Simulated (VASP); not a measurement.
# NbP (I4_1md) in VASP: a series of runs

One crystal, NbP, is run at these levels: PBE; tasks: relaxation of cell and atoms.

Everything below comes from runs of VASP 6.6.1. Logs are shortened: lines on timing, memory, paths and dates and some standing lists are left out, and cuts for length are marked.

### 1 Starting point

Symmetry: I4_1md, No. 109, tetragonal system. The conventional cell has a = 3.350 Å, b = 3.350 Å, c = 11.480 Å, α = 90.00°, β = 90.00°, γ = 90.00°. Nb (site symmetry 2mm) has 6 P at 2.55 Å as nearest neighbours. P (site symmetry 2mm) is surrounded by 6 Nb at 2.55 Å.

The cell is a database's computed one.

### 2 Relaxation of cell and atoms, PBE

The input, INCAR:

```
PREC = Accurate ; ENCUT = 520
EDIFF = 1E-7 ; ISMEAR = 0
SIGMA = 0.1 ; LREAL = F
LASPH = T ; NELM = 100
ALGO = Fast ; ISIF = 3
LWAVE = F ; LCHARG = F
GGA = PE ; IBRION = 2
NSW = 80 ; EDIFFG = -0.002
```

The input, KPOINTS:

```
regular mesh
0
Gamma
  4 4 4
```

The input, POSCAR:

```
NbP
1.0
   -1.6749232500      1.6749232500      5.7401081800
    1.6749232500     -1.6749232500      5.7401081800
    1.6749232500      1.6749232500     -5.7401081800
Nb P
2 2
Direct
    0.7498808000      0.7498808000      0.0000000000
    0.4998808000      0.9998808000      0.5000000000
    0.3327477700      0.3327477700      0.0000000000
    0.0827477800      0.5827477800      0.5000000000
```

Potentials or basis: VASP PAW PBE potentials, release 64 (Nb_sv, P).

Launch:

```bash
> cat potpaw_PBE.64/Nb_sv/POTCAR potpaw_PBE.64/P/POTCAR > POTCAR
> mpirun -np 1 vasp_std > vasp.out
```

OUTCAR:

```text
PREC = Accurate
   ENCUT = 520
   EDIFF = 1E-7
   ISMEAR = 0
   LREAL = F
   LASPH = T
   NELM = 100
   ISIF = 3
   GGA = PE
   IBRION = 2
   NSW = 80
   EDIFFG = -0.002

 ion  position               nearest neighbor table
   1  0.750  0.750  0.000-   4 2.55   4 2.55   3 2.55   3 2.55   3 2.55   3 2.55
   2  0.500  1.000  0.500-   3 2.55   3 2.55   4 2.55   4 2.55   4 2.55   4 2.55
   3  0.333  0.333  0.000-   2 2.55   2 2.55   1 2.55   1 2.55   1 2.55   1 2.55
   4  0.083  0.583  0.500-   1 2.55   1 2.55   2 2.55   2 2.55   2 2.55   2 2.55

  LATTYP: Found a body centered tetragonal cell.
 ALAT       =     3.3498465000
 C/A-ratio  =     3.4270872889

  Lattice vectors:

 A1 = (  -1.6749232500,   1.6749232500,   5.7401081800)
 A2 = (   1.6749232500,  -1.6749232500,   5.7401081800)
 A3 = (   1.6749232500,   1.6749232500,  -5.7401081800)

Analysis of symmetry for initial positions (statically):
=====================================================================
 Subroutine PRICEL returns:
 Original cell was already a primitive cell.

 Routine SETGRP: Setting up the symmetry group for a
 body centered tetragonal supercell.

 Subroutine GETGRP returns: Found  8 space group operations
 (whereof  4 operations were pure point group operations)
 out of a pool of 16 trial point group operations.

The static configuration has the point symmetry C_2v.
 The point group associated with its full space group is C_4v.

Analysis of symmetry for dynamics (positions and initial velocities):
=====================================================================
 Subroutine PRICEL returns:
 Original cell was already a primitive cell.

 Routine SETGRP: Setting up the symmetry group for a
 body centered tetragonal supercell.

 Subroutine GETGRP returns: Found  8 space group operations
 (whereof  4 operations were pure point group operations)
 out of a pool of 16 trial point group operations.

The dynamic configuration has the point symmetry C_2v.
 The point group associated with its full space group is C_4v.

 Subroutine INISYM returns: Found  8 space group operations
 (whereof  4 operations are pure point group operations),
 and found     1 'primitive' translations

----------------------------------------------------------------------------------------

                                     Primitive cell

  volume of cell :      64.4125

  direct lattice vectors                    reciprocal lattice vectors
    -1.674923250  1.674923250  5.740108180     0.000000000  0.298521141  0.087106372
     1.674923250 -1.674923250  5.740108180     0.298521141  0.000000000  0.087106372
     1.674923250  1.674923250 -5.740108180     0.298521141  0.298521141  0.000000000

  length of vectors
     6.209635875  6.209635875  6.209635875     0.310970082  0.310970082  0.422172647

  position of ions in fractional coordinates (direct lattice)
     0.749880800  0.749880800  0.000000000
     0.499880800  0.999880800  0.500000000
     0.332747770  0.332747770  0.000000000
     0.082747780  0.582747780  0.500000000

  ion indices of the primitive-cell ions
   primitive index   ion index
                 1           1
                 2           2
                 3           3
                 4           4

----------------------------------------------------------------------------------------

 KPOINTS: regular mesh

Automatic generation of k-mesh.
 Grid dimensions read from file:
 generate k-points for:    4    4    4

 Generating k-lattice:

  Cartesian coordinates                     Fractional coordinates (reciprocal lattice)
     0.000000000  0.074630285  0.021776593     0.250000000  0.000000000  0.000000000
     0.074630285  0.000000000  0.021776593     0.000000000  0.250000000  0.000000000
     0.074630285  0.074630285  0.000000000     0.000000000  0.000000000  0.250000000

  Length of vectors
     0.077742520  0.077742520  0.105543162

  Shift w.r.t. Gamma in fractional coordinates (k-lattice)
     0.000000000  0.000000000  0.000000000

 Subroutine IBZKPT returns following result:
 ===========================================

 Found     13 irreducible k-points:

 Following reciprocal coordinates:
            Coordinates               Weight
  0.000000  0.000000  0.000000      1.000000
  0.250000  0.000000 -0.000000      8.000000
  0.500000  0.000000 -0.000000      4.000000
  0.250000  0.250000 -0.000000      8.000000
  0.500000  0.250000 -0.000000     16.000000
 -0.250000  0.250000  0.000000      4.000000
  0.500000  0.500000 -0.000000      2.000000
  0.250000  0.250000  0.250000      2.000000
 -0.250000  0.250000  0.250000      4.000000
  0.500000  0.500000  0.250000      4.000000
 -0.250000  0.500000  0.250000      8.000000
 -0.250000 -0.250000  0.250000      2.000000
  0.500000  0.500000  0.500000      1.000000
   k-points           NKPTS =     13   k-points in BZ     NKDIM =     13   number of bands    NBANDS=     22
   number of dos      NEDOS =    301   number of ions     NIONS =      4
   total plane-waves  NPLWV = 110592
   dimension x,y,z NGX =    48 NGY =   48 NGZ =   48
   dimension x,y,z NGXF=    96 NGYF=   96 NGZF=   96
   ions per type =               2   2
   NGX,Y,Z   is equivalent  to a cutoff of  12.85, 12.85, 12.85 a.u.
   NGXF,Y,Z  is equivalent  to a cutoff of  25.70, 25.70, 25.70 a.u.
 SYSTEM =  unknown system
   PREC   = accura    normal or accurate (medium, high low for compatibility)
   ISTART =      0    job   : 0-new  1-cont  2-samecut
   ICHARG =      2    charge: 1-file 2-atom 10-const
   ISPIN  =      1    spin polarized calculation?
   LNONCOLLINEAR =      F non collinear calculations
   LSORBIT =      F    spin-orbit coupling
   LASPH  =      T    aspherical Exc in radial PAW
   ENCUT  =  520.0 eV  38.22 Ry    6.18 a.u.  11.55 11.55 11.55*2*pi/ulx,y,z
   NELM   =    100;   NELMIN=  2; NELMDL= -5     # of ELM steps
   EDIFF  = 0.1E-06   stopping-criterion for ELM
   LREAL  =      F    real-space projection
   EDIFFG = -.2E-02   stopping-criterion for IOM
   NSW    =     80    number of steps for IOM
   IBRION =      2    ionic relax: 0-MD 1-quasi-New 2-CG
   NFREE  =      1    steps in history (QN), initial steepest desc. (CG)
   ISIF   =      3    stress and relaxation
   ISYM   =      2    0-nonsym 1-usesym 2-fastsym
   POTIM  = 0.5000    time-step for ionic-motion
   TEBEG  =    0.0;   TEEND  =   0.0 temperature during run
   PSTRESS=    0.0 pullay stress
   NELECT =      36.0000    total number of electrons
   NUPDOWN=      -1.0000    fix difference up-down
   EMIN   =  10.00;   EMAX   =-10.00  energy-range for DOS
   EFERMI =   0.00;   METHOD = LEGACY
   ISMEAR =     0;   SIGMA  =   0.10  broadening in eV -4-tet -1-fermi 0-gaus
   EFERMI_NEDOS =   21; number of points for ismear=-14 and -15
   IALGO  =     68    algorithm
   IMIX   =      4    mixing-type and parameters
     AMIX     =   0.40;   BMIX     =  1.00
     AMIX_MAG =   1.60;   BMIX_MAG =  1.00
  volume/ion in A,a.u.               =      16.10       108.67
  Fermi-wavevector in a.u.,A,eV,Ry     =   1.348504  2.548304 24.741706  1.818464
  Thomas-Fermi vector in A             =   2.476168
   LORBIT       =      0    0 simple, 1 ext, 2 COOP (PROOUT), +10 PAW based schemes
   GGA     = PE    functional components
   LHFCALC =     F    Hartree Fock is set to
   AEXX    =    0.0000 exact exchange contribution
   IVDW    =     0    specifies the selected vdW correction
   LEPSILON=     F    determine dielectric tensor
   LRPA    =     F    only Hartree local field effects (RPA)
 conjugate gradient relaxation of ions
 non-spin polarized calculation
 RMM-DIIS sequential band-by-band and
 Gauss-broadening in eV      SIGMA  =   0.10
  energy-cutoff  :      520.00
  volume of cell :       64.41
 maximum number of plane-waves:      1752
 NGX is ok and might be reduce to    48
   NGX = 23   NGY = 23   NGZ = 23

--------------------------------------- Ionic step        1  -------------------------------------------

 number of electron      35.9999999 magnetization

 Free energy of the ion-electron system (eV)
  ---------------------------------------------------
  ext. energy  EPLUGINS =         0.00000000
  ---------------------------------------------------
  free energy    TOTEN  =       -35.17520934 eV

  energy without entropy =      -35.15996297  energy(sigma->0) =      -35.16758615

------------------------ aborting loop because EDIFF is reached ----------------------------------------

  FORCE on cell =-STRESS in cart. coord.  units (eV):
  Direction    XX          YY          ZZ          XY          YZ          ZX
  --------------------------------------------------------------------------------------
  -------------------------------------------------------------------------------------
  Total       -0.5605087     -0.5605087     -0.0011390      0.0000000      0.0000000      0.0000000
  in kB      -13.9419345    -13.9419345     -0.0283317      0.0000000      0.0000000      0.0000000
  external PRESSURE =      -9.3040669 kB  Pullay stress =       0.0000000 kB
[... 289 lines left out ...]
  energy  without entropy=      -35.1631754181  energy(sigma->0) =      -35.17046532

--------------------------------------- Ionic step        9  -------------------------------------------

 number of electron      35.9999999 magnetization

 Free energy of the ion-electron system (eV)
  ---------------------------------------------------
  ext. energy  EPLUGINS =         0.00000000
  ---------------------------------------------------
  free energy    TOTEN  =       -35.17776464 eV

  energy without entropy =      -35.16318255  energy(sigma->0) =      -35.17047359

 E-fermi :  10.6379     XC(G=0): -12.0051

 val. band max:       10.6346138677   @ k =  -0.2500   0.5000   0.2500
 cond. band min:      10.7050629562   @ k =   0.5000   0.0000  -0.0000
 fundamental gap:      0.0704490885
 Fermi energy:        10.6378690623

 k-point     1 :       0.0000    0.0000    0.0000
  band No.  band energies     occupation
      1     -44.3320      2.00000
      2     -44.2962      2.00000
      3     -20.5866      2.00000
      4     -20.3939      2.00000
      5     -20.3939      2.00000
      6     -20.2523      2.00000
[... 345 lines left out ...]
  FREE ENERGIE OF THE ION-ELECTRON SYSTEM (eV)
  ---------------------------------------------------
  free  energy   TOTEN  =       -35.1777646367 eV

  energy  without entropy=      -35.1631825515  energy(sigma->0) =      -35.17047359

 reached required accuracy - stopping structural energy minimisation
```

Wall time 5.8 min (1 thread of Intel Xeon 6975P-C (Granite Rapids), shared host); peak memory 0.33 GiB.

What came out:

```
Free energy                            : -35.1778 eV
Relaxed volume                         : 16.04 Å³/atom
Relaxed cell                           : a = 6.232 Å, b = 6.232 Å, c = 6.232 Å, α = 148.96°, β = 148.96°, γ = 44.47°
Space group after relaxing (to 0.05 Å) : I4_1md (No. 109)
Energy gained by relaxing              : 0.6 meV/atom
Ionic steps                            : 9
Pressure after relaxing                : 0.0 GPa
Band gap on the k mesh                 : none (metal or under the smearing width)
```

The path:
```csv
step,energy change (eV),largest force (eV/Å),pressure (GPa),volume (Å³)
1,0.0000,0.0134,-0.93,64.41
2,0.0010,0.0406,1.78,63.54
3,-0.0017,0.0099,0.27,64.03
4,-0.0024,0.0286,0.08,64.12
5,-0.0024,0.0352,0.01,64.15
6,-0.0025,0.0018,-0.06,64.18
7,-0.0025,0.0020,-0.06,64.18
8,-0.0025,0.0014,0.09,64.13
9,-0.0026,0.0008,0.02,64.16
```

Final structure:
```
CELL_PARAMETERS angstrom
-1.66742 1.66742 5.76883
1.66742 -1.66742 5.76883
1.66742 1.66742 -5.76883
ATOMIC_POSITIONS crystal
Nb 0.74971 0.74971 0.00000
Nb 0.49971 0.99971 0.50000
P 0.33292 0.33292 0.00000
P 0.08292 0.58292 0.50000
```

Caveat: the k mesh is coarse (spacing up to 0.66 Å⁻¹), so the values aren't converged.

### 3 Relaxation of cell and atoms, PBE

This run uses another cell than the first one, of 16.04 Å³/atom, 0.996 times its volume.

INCAR is that of step 2.

KPOINTS is that of step 2.

The input, POSCAR:

```
NbP                                     
1.0
   -1.6674159476      1.6674159476      5.7688283988
    1.6674159476     -1.6674159476      5.7688283988
    1.6674159476      1.6674159476     -5.7688283988
  Nb              P             
     2     2
Direct
     0.7497129514538871    0.7497129514538871    0.0000000000000000
     0.4997129514538869    0.9997129514538871    0.5000000000000000
     0.3329156185461102    0.3329156185461102    0.0000000000000000
     0.0829156285461110    0.5829156285461109    0.5000000000000000
```

Potentials or basis: VASP PAW PBE potentials, release 64 (Nb_sv, P).

Launch:

```bash
> cat potpaw_PBE.64/Nb_sv/POTCAR potpaw_PBE.64/P/POTCAR > POTCAR
> mpirun -np 1 vasp_std > vasp.out
```

Wall time 96 s (1 thread of Intel Xeon 6975P-C (Granite Rapids), shared host); peak memory 0.32 GiB.

Results (log left out):

```
Free energy             : -35.1777 eV
Pressure after relaxing : 0.0 GPa
Band gap on the k mesh  : none (metal or under the smearing width)
```

Final structure:
```yaml
crystal:
  lattice:
    - [-1.66742, 1.66742, 5.76883]
    - [1.66742, -1.66742, 5.76883]
    - [1.66742, 1.66742, -5.76883]
  atoms:
    - { symbol: Nb, position: [0.74971, 0.74971, 0.00000] }
    - { symbol: Nb, position: [0.49971, 0.99971, 0.50000] }
    - { symbol: P, position: [0.33292, 0.33292, 0.00000] }
    - { symbol: P, position: [0.08292, 0.58292, 0.50000] }
```

Levels at points of the mesh, in eV from the Fermi level:
```tsv
k point	band 15	band 16	band 17	band 18	band 19	band 20	band 21	band 22
(0.00, 0.00, 0.00)	-2.19	-1.80	-1.36	-1.36	0.85	1.62	3.07	3.32
(0.50, 0.00, 0.00)	-2.31	-1.92	-1.57	-0.19	0.07	1.29	2.42	3.14
(0.50, 0.50, 0.00)	-2.91	-2.91	-0.44	-0.44	2.98	3.04	3.08	3.59
(0.50, 0.50, 0.50)	-2.70	-2.70	-0.50	-0.50	1.20	1.20	2.27	2.62
```

Caveat: the k mesh is coarse (spacing up to 0.67 Å⁻¹), so the values aren't converged; the relaxation stopped at its first step, so nothing moved.
